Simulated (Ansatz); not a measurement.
**TiPt₃ (Pm-3m)**

These are results of Ansatz, DFT PBEsol, scalar-relativistic, plane waves, PAW, not measurements.

Cutoff 420 eV; k points 12×12×12 on the computed 4-atom cell (Γ-centred); Gaussian smearing, width 0.10 eV; no spin polarisation.

The structure is relaxed at this level of theory with its symmetry kept. Whether it is the stable form of this composition wasn't checked.

```yaml
crystal:
  lattice:
    - [3.89935, 0.00000, 0.00000]
    - [0.00000, 3.89935, 0.00000]
    - [0.00000, 0.00000, 3.89935]
  atoms:
    - { symbol: Ti, position: [0.00000, 0.00000, 0.00000] }
    - { symbol: Pt, position: [0.00000, 0.50000, 0.50000] }
    - { symbol: Pt, position: [0.50000, 0.00000, 0.50000] }
    - { symbol: Pt, position: [0.50000, 0.50000, 0.00000] }
```

```
Space group                                                       : Pm-3m (No. 221)
Volume per atom                                                   : 14.82 Å³
Formation energy from the elements' standard states (uncorrected) : -0.883 eV/atom
Kohn–Sham band gap                                                : none (metal)
Density of states at the Fermi level                              : 0.99 states/eV per cell
Löwdin character within 0.5 eV of the Fermi level                 : Ti 3d 63 %, Pt 5d 31 %
Bulk modulus                                                      : 266 GPa
Its pressure derivative                                           : 5.0
Bader charges (e)                                                 : Ti (1 in the cell) 1.59, Pt (3 in the cell) -0.53
```

Spin-orbit coupling is left out, which matters for the bands of heavy elements.